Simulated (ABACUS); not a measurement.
# Si2Mo under changes of volume

One of the cells (13.416 Å³/atom); the others are scaled copies at fixed shape and fractional positions:

```
CELL_PARAMETERS angstrom
-1.60000 1.60000 3.93050
1.60000 -1.60000 3.93050
1.60000 1.60000 -3.93050
ATOMIC_POSITIONS crystal
Mo 0.00000 0.00000 0.00000
Si 0.66700 0.66700 0.00000
Si 0.33300 0.33300 0.00000
```

- Program: ABACUS 3.10.1
- Functional: PBE
- Potentials or basis: PseudoDojo NC SR 0.4.1 PBE standard
- Cutoff: 1361 eV
- Density cutoff: 5442 eV
- Basis: TZDP LCAO (the cutoffs set its grid)
- k mesh: 12 × 12 × 12
- Occupations: fermi-dirac, width 0.05 eV
- Spin: no spin polarisation

```tsv
volume (Å³/atom)	energy over the lowest point (meV/atom)	pressure (GPa)	largest force (eV/Å)
12.611	?	?	?
12.879	24.79	12.3	0.206
13.148	8.63	7.1	0.239
13.416	0.68	2.5	0.271
13.684	0.00	-1.6	0.302
13.953	5.92	-5.3	0.330
14.221	17.75	-8.7	0.358
```

Task: What does the run at 12.611 Å³/atom give?

Result: Energy over the lowest point 50.01 meV/atom; pressure 18.0 GPa; largest force 0.171 eV/Å.

Worked out: A Birch-Murnaghan fit of order 3 (a polynomial in V^(-2/3)) to the other rows has its minimum at 13.57 Å³/atom with B0 = V·E''(V) = 207 GPa and B' = 4.3 at fixed shape and positions, which overstates the stiffness. It gives 49.91 meV/atom at 12.611 Å³/atom, against the run's 50.01, and -dE/dV = 17.9 GPa, against 18.0.

Energies are extrapolated to zero smearing.

Caveats: the atomic orbitals were generated for these runs and aren't a published set; the basis of atomic orbitals isn't converged, which shifts pressures, moduli and gaps.
